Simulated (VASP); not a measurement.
# Pt (Fm-3m) in VASP: a series of runs

The runs below take Pt through relaxation of cell and atoms, vibrations by finite differences, with PBE.

Everything below comes from runs of VASP 6.6.1. Logs are shortened: lines on timing, memory, paths and dates and some standing lists are left out, and cuts for length are marked.

**1. Starting point**

Symmetry: Fm-3m, No. 225, cubic system. The conventional cell has a = 3.922 Å, b = 3.922 Å, c = 3.922 Å, α = 90.00°, β = 90.00°, γ = 90.00°. Around Pt (site symmetry m-3m) lie 12 Pt at 2.77 Å.

**2. Relaxation of cell and atoms, PBE**

INCAR reads:

```
SYSTEM = Pt
PREC = Accurate
ENCUT = 520
EDIFF = 1E-7
ISMEAR = 0
SIGMA = 0.1
LREAL = .FALSE.
LASPH = .TRUE.
NELM = 100
ALGO = Normal
ISIF = 3
LWAVE = .FALSE.
LCHARG = .FALSE.
GGA = PE
IBRION = 2
NSW = 80
EDIFFG = -0.002
```

KPOINTS reads:

```
regular mesh
0
G
  4 4 4
  0 0 0
```

POSCAR reads:

```
Pt
1.0
    0.0000000000      1.9609000000      1.9609000000
    1.9609000000      0.0000000000      1.9609000000
    1.9609000000      1.9609000000      0.0000000000
Pt
1
Direct
    0.0000000000      0.0000000000      0.0000000000
```

Potentials or basis: VASP PAW PBE potentials, release 64 (Pt).

On the command line:

```sh
$ cat potpaw_PBE.64/Pt/POTCAR > POTCAR
$ mpirun -np 1 vasp_std > vasp.out
```

OUTCAR:

```text
SYSTEM = Pt
   PREC = Accurate
   ENCUT = 520
   EDIFF = 1E-7
   ISMEAR = 0
   LREAL = .FALSE.
   LASPH = .TRUE.
   NELM = 100
   ISIF = 3
   GGA = PE
   IBRION = 2
   NSW = 80
   EDIFFG = -0.002

 ion  position               nearest neighbor table
   1  0.000  0.000  0.000-

  LATTYP: Found a face centered cubic cell.
 ALAT       =     3.9218000000

  Lattice vectors:

 A1 = (   0.0000000000,   1.9609000000,   1.9609000000)
 A2 = (   1.9609000000,   0.0000000000,   1.9609000000)
 A3 = (   1.9609000000,   1.9609000000,   0.0000000000)

Analysis of symmetry for initial positions (statically):
=====================================================================
 Subroutine PRICEL returns:
 Original cell was already a primitive cell.

 Routine SETGRP: Setting up the symmetry group for a
 face centered cubic supercell.

 Subroutine GETGRP returns: Found 48 space group operations
 (whereof 48 operations were pure point group operations)
 out of a pool of 48 trial point group operations.

The static configuration has the point symmetry O_h .

Analysis of symmetry for dynamics (positions and initial velocities):
=====================================================================
 Subroutine PRICEL returns:
 Original cell was already a primitive cell.

 Routine SETGRP: Setting up the symmetry group for a
 face centered cubic supercell.

 Subroutine GETGRP returns: Found 48 space group operations
 (whereof 48 operations were pure point group operations)
 out of a pool of 48 trial point group operations.

The dynamic configuration has the point symmetry O_h .

 Subroutine INISYM returns: Found 48 space group operations
 (whereof 48 operations are pure point group operations),
 and found     1 'primitive' translations

----------------------------------------------------------------------------------------

                                     Primitive cell

  volume of cell :      15.0798

  direct lattice vectors                    reciprocal lattice vectors
     0.000000000  1.960900000  1.960900000    -0.254984956  0.254984956  0.254984956
     1.960900000  0.000000000  1.960900000     0.254984956 -0.254984956  0.254984956
     1.960900000  1.960900000  0.000000000     0.254984956  0.254984956 -0.254984956

  length of vectors
     2.773131374  2.773131374  2.773131374     0.441646899  0.441646899  0.441646899

  position of ions in fractional coordinates (direct lattice)
     0.000000000  0.000000000  0.000000000

  ion indices of the primitive-cell ions
   primitive index   ion index
                 1           1

----------------------------------------------------------------------------------------

 KPOINTS: regular mesh

Automatic generation of k-mesh.
 Grid dimensions read from file:
 generate k-points for:    4    4    4

 Generating k-lattice:

  Cartesian coordinates                     Fractional coordinates (reciprocal lattice)
    -0.063746239  0.063746239  0.063746239     0.250000000  0.000000000  0.000000000
     0.063746239 -0.063746239  0.063746239     0.000000000  0.250000000  0.000000000
     0.063746239  0.063746239 -0.063746239     0.000000000  0.000000000  0.250000000

  Length of vectors
     0.110411725  0.110411725  0.110411725

  Shift w.r.t. Gamma in fractional coordinates (k-lattice)
     0.000000000  0.000000000  0.000000000

 Subroutine IBZKPT returns following result:
 ===========================================

 Found      8 irreducible k-points:

 Following reciprocal coordinates:
            Coordinates               Weight
  0.000000  0.000000  0.000000      1.000000
  0.250000  0.000000  0.000000      8.000000
  0.500000  0.000000  0.000000      4.000000
  0.250000  0.250000  0.000000      6.000000
  0.500000  0.250000  0.000000     24.000000
 -0.250000  0.250000  0.000000     12.000000
  0.500000  0.500000  0.000000      3.000000
 -0.250000  0.500000  0.250000      6.000000
   k-points           NKPTS =      8   k-points in BZ     NKDIM =      8   number of bands    NBANDS=      9
   number of dos      NEDOS =    301   number of ions     NIONS =      1
   total plane-waves  NPLWV =  13824
   dimension x,y,z NGX =    24 NGY =   24 NGZ =   24
   dimension x,y,z NGXF=    48 NGYF=   48 NGZF=   48
   ions per type =               1
   NGX,Y,Z   is equivalent  to a cutoff of  14.39, 14.39, 14.39 a.u.
   NGXF,Y,Z  is equivalent  to a cutoff of  28.78, 28.78, 28.78 a.u.
 SYSTEM =  Pt
   PREC   = accura    normal or accurate (medium, high low for compatibility)
   ISTART =      0    job   : 0-new  1-cont  2-samecut
   ICHARG =      2    charge: 1-file 2-atom 10-const
   ISPIN  =      1    spin polarized calculation?
   LNONCOLLINEAR =      F non collinear calculations
   LSORBIT =      F    spin-orbit coupling
   LASPH  =      T    aspherical Exc in radial PAW
   ENCUT  =  520.0 eV  38.22 Ry    6.18 a.u.   5.16  5.16  5.16*2*pi/ulx,y,z
   NELM   =    100;   NELMIN=  2; NELMDL= -5     # of ELM steps
   EDIFF  = 0.1E-06   stopping-criterion for ELM
   LREAL  =      F    real-space projection
   EDIFFG = -.2E-02   stopping-criterion for IOM
   NSW    =     80    number of steps for IOM
   IBRION =      2    ionic relax: 0-MD 1-quasi-New 2-CG
   NFREE  =      1    steps in history (QN), initial steepest desc. (CG)
   ISIF   =      3    stress and relaxation
   ISYM   =      2    0-nonsym 1-usesym 2-fastsym
   POTIM  = 0.5000    time-step for ionic-motion
   TEBEG  =    0.0;   TEEND  =   0.0 temperature during run
   PSTRESS=    0.0 pullay stress
   NELECT =      10.0000    total number of electrons
   NUPDOWN=      -1.0000    fix difference up-down
   EMIN   =  10.00;   EMAX   =-10.00  energy-range for DOS
   EFERMI =   0.00;   METHOD = LEGACY
   ISMEAR =     0;   SIGMA  =   0.10  broadening in eV -4-tet -1-fermi 0-gaus
   EFERMI_NEDOS =   21; number of points for ismear=-14 and -15
   IALGO  =     38    algorithm
   IMIX   =      4    mixing-type and parameters
     AMIX     =   0.40;   BMIX     =  1.00
     AMIX_MAG =   1.60;   BMIX_MAG =  1.00
  volume/ion in A,a.u.               =      15.08       101.76
  Fermi-wavevector in a.u.,A,eV,Ry     =   1.427609  2.697791 27.729605  2.038068
  Thomas-Fermi vector in A             =   2.547760
   LORBIT       =      0    0 simple, 1 ext, 2 COOP (PROOUT), +10 PAW based schemes
   GGA     = PE    functional components
   LHFCALC =     F    Hartree Fock is set to
   AEXX    =    0.0000 exact exchange contribution
   IVDW    =     0    specifies the selected vdW correction
   LEPSILON=     F    determine dielectric tensor
   LRPA    =     F    only Hartree local field effects (RPA)
 conjugate gradient relaxation of ions
 non-spin polarized calculation
 Gauss-broadening in eV      SIGMA  =   0.10
  energy-cutoff  :      520.00
  volume of cell :       15.08
 maximum number of plane-waves:       415
 NGX is ok and might be reduce to    24
   NGX = 11   NGY = 11   NGZ = 11

--------------------------------------- Ionic step        1  -------------------------------------------

 number of electron      10.0000000 magnetization

 Free energy of the ion-electron system (eV)
  ---------------------------------------------------
  ext. energy  EPLUGINS =         0.00000000
  ---------------------------------------------------
  free energy    TOTEN  =        -6.20477618 eV

  energy without entropy =       -6.18617062  energy(sigma->0) =       -6.19547340

------------------------ aborting loop because EDIFF is reached ----------------------------------------

  FORCE on cell =-STRESS in cart. coord.  units (eV):
  Direction    XX          YY          ZZ          XY          YZ          ZX
  --------------------------------------------------------------------------------------
  -------------------------------------------------------------------------------------
  Total        0.7214321      0.7214321      0.7214321     -0.0000000      0.0000000      0.0000000
  in kB       76.6495681     76.6495681     76.6495681     -0.0000000      0.0000000      0.0000000
  external PRESSURE =      76.6495681 kB  Pullay stress =       0.0000000 kB
[... 20 lines left out ...]
  energy  without entropy=       -6.1861706182  energy(sigma->0) =       -6.19547340

--------------------------------------- Ionic step        2  -------------------------------------------

 number of electron       9.9999999 magnetization

 E-fermi :   9.5359     XC(G=0): -12.8857

 val. band max:        9.4954480748   @ k =   0.5000   0.2500   0.0000
 cond. band min:       9.7577174038   @ k =   0.5000   0.5000   0.0000
 fundamental gap:      0.2622693290
 Fermi energy:         9.5358534710

 k-point     1 :       0.0000    0.0000    0.0000
  band No.  band energies     occupation
      1       0.2836      2.00000
      2       6.1671      2.00000
      3       6.1671      2.00000
      4       6.1671      2.00000
      5       7.9973      2.00000
      6       7.9973      2.00000
      7      24.2510      0.00000
      8      28.6685      0.00000
      9      28.6685      0.00000
[... 149 lines left out ...]
  energy  without entropy=       -6.1956460135  energy(sigma->0) =       -6.20499844

--------------------------------------- Ionic step        4  -------------------------------------------

 number of electron      10.0000001 magnetization

 Free energy of the ion-electron system (eV)
  ---------------------------------------------------
  ext. energy  EPLUGINS =         0.00000000
  ---------------------------------------------------
  free energy    TOTEN  =        -6.21436096 eV

  energy without entropy =       -6.19565914  energy(sigma->0) =       -6.20501005

 E-fermi :  10.9397     XC(G=0): -13.3293

 val. band max:       10.9000115620   @ k =   0.5000   0.2500   0.0000
 cond. band min:      11.2020789826   @ k =   0.5000   0.5000   0.0000
 fundamental gap:      0.3020674206
 Fermi energy:        10.9396933290

 k-point     1 :       0.0000    0.0000    0.0000
  band No.  band energies     occupation
      1       0.8339      2.00000
      2       7.1140      2.00000
      3       7.1140      2.00000
      4       7.1140      2.00000
      5       9.1910      2.00000
      6       9.1910      2.00000
      7      25.4466      0.00000
      8      30.2887      0.00000
      9      30.2887      0.00000
[... 110 lines left out ...]
  FREE ENERGIE OF THE ION-ELECTRON SYSTEM (eV)
  ---------------------------------------------------
  free  energy   TOTEN  =        -6.2143609614 eV

  energy  without entropy=       -6.1956591387  energy(sigma->0) =       -6.20501005

 reached required accuracy - stopping structural energy minimisation
```

Run time: 16 s. Hardware: 1 thread of AMD EPYC 7R43 (Zen 3), shared host; peak memory 0.11 GiB.

What came out:

```
Free energy                            : -6.2144 eV
Relaxed volume                         : 15.49 Å³/atom
Relaxed cell                           : a = 2.798 Å, b = 2.798 Å, c = 2.798 Å, α = 60.00°, β = 60.00°, γ = 60.00°
Space group after relaxing (to 0.05 Å) : Fm-3m (No. 225)
Energy gained by relaxing              : 9.6 meV/atom
Ionic steps                            : 4
Pressure after relaxing                : 0.0 GPa
Band gap on the k mesh                 : none (metal or under the smearing width)
```

The path:
```
step  energy change (eV)  largest force (eV/Å)  pressure (GPa)  volume (Å³)
   1              0.0000                0.0000            7.66        15.08
   2              0.0572                0.0000          -16.24        16.71
   3             -0.0096                0.0000           -0.22        15.51
   4             -0.0096                0.0000           -0.02        15.49
```

Final structure:
```
Pt
1.0
     0.00000    1.97872    1.97872
     1.97872    0.00000    1.97872
     1.97872    1.97872    0.00000
Pt
1
Direct
  0.00000 0.00000 0.00000
```

Levels at points of the mesh, in eV from the Fermi level:
```csv
k point,band 3,band 4,band 5,band 6,band 7,band 8
"(0.00, 0.00, 0.00)",-3.83,-3.83,-1.75,-1.75,14.51,19.35
"(0.50, 0.00, 0.00)",-3.87,-0.55,-0.16,-0.16,5.44,14.08
"(0.50, 0.50, 0.00)",-0.18,0.26,0.26,1.64,8.40,11.12
```

Caveat: the k mesh is coarse (spacing up to 0.69 Å⁻¹), so the values aren't converged. The run has no spin-orbit coupling, so splittings on Pt are missing.

**3. Relaxation of cell and atoms, PBE**

This run uses another cell than the first one, of 15.49 Å³/atom, 1.028 times its volume.

INCAR is that of step 2.

KPOINTS is that of step 2.

POSCAR reads:

```
Pt                                      
1.0
   -0.0000000000      1.9787201532      1.9787201532
    1.9787201532     -0.0000000000      1.9787201532
    1.9787201532      1.9787201532     -0.0000000000
  Pt            
     1
Direct
     0.0000000000000000    0.0000000000000000    0.0000000000000000
```

Potentials or basis: VASP PAW PBE potentials, release 64 (Pt).

On the command line:

```sh
$ cat potpaw_PBE.64/Pt/POTCAR > POTCAR
$ mpirun -np 1 vasp_std > vasp.out
```

It took 4.7 s on 1 thread of AMD EPYC 7R43 (Zen 3), shared host; peak memory 0.11 GiB.

It converged, with:

| Property | Result |
| --- | --- |
| Free energy | -6.2147 eV |
| Pressure after relaxing | 0.0 GPa |
| Band gap on the k mesh | none (metal or under the smearing width) |

Final structure:
```
CELL_PARAMETERS angstrom
0.00000 1.97872 1.97872
1.97872 0.00000 1.97872
1.97872 1.97872 0.00000
ATOMIC_POSITIONS crystal
Pt 0.00000 0.00000 0.00000
```

Levels at points of the mesh, in eV from the Fermi level:
| k point | band 3 | band 4 | band 5 | band 6 | band 7 | band 8 |
| --- | --- | --- | --- | --- | --- | --- |
| (0.00, 0.00, 0.00) | -3.83 | -3.83 | -1.75 | -1.75 | 14.51 | 19.35 |
| (0.50, 0.00, 0.00) | -3.87 | -0.55 | -0.16 | -0.16 | 5.44 | 14.08 |
| (0.50, 0.50, 0.00) | -0.18 | 0.26 | 0.26 | 1.64 | 8.40 | 11.12 |

Caveat: the k mesh is coarse (spacing up to 0.69 Å⁻¹), so the values aren't converged; the relaxation stopped at its first step, so nothing moved.

**4. Vibrations by finite differences, PBE**

This run uses another cell than the first one, of 15.49 Å³/atom, 1.028 times its volume.

INCAR reads:

```
SYSTEM = Pt
PREC = Accurate
ENCUT = 520
EDIFF = 1E-8
ISMEAR = 0
SIGMA = 0.1
LREAL = .FALSE.
LASPH = .TRUE.
NELM = 100
ALGO = Normal
ISIF = 3
LWAVE = .FALSE.
LCHARG = .FALSE.
GGA = PE
NBANDS = 11
IBRION = 6
NFREE = 2
POTIM = 0.015
NSW = 1
```

KPOINTS is that of step 3.

POSCAR reads:

```
Pt                                      
1.0
    0.0000000000      1.9787201532      1.9787201532
    1.9787201532      0.0000000000      1.9787201532
    1.9787201532      1.9787201532      0.0000000000
  Pt            
     1
Direct
     0.0000000000000000    0.0000000000000000    0.0000000000000000
```

On the command line:

```sh
$ cat potpaw_PBE.64/Pt/POTCAR > POTCAR
$ mpirun -np 1 vasp_std > vasp.out
```

Run time: 79 s. Hardware: 1 thread of AMD EPYC 7R43 (Zen 3), shared host; peak memory 0.11 GiB.

The run converged. Its results:

- Elastic constants C11, C12, C44: 311, 240, -45 GPa
- Voigt bulk modulus: 263 GPa

Elastic tensor in Voigt notation (GPa, in the Cartesian axes of the cell as first typed):
```
311 240 240   0   0   0
240 311 240   0   0   0
240 240 311   0   0   0
  0   0   0 -45   0   0
  0   0   0   0 -45   0
  0   0   0   0   0 -45
```

Clamped-ion elastic tensor (GPa):
```
311 240 240   0   0   0
240 311 240   0   0   0
240 240 311   0   0   0
  0   0   0 -45   0   0
  0   0   0   0 -45   0
  0   0   0   0   0 -45
```

Caveat: the k mesh is coarse (spacing up to 0.69 Å⁻¹), so the values aren't converged; the elastic tensor has a negative eigenvalue, so either the cell is unstable as it stands or the mesh is too thin. Spin-orbit coupling is left out, which matters for the levels of Pt.
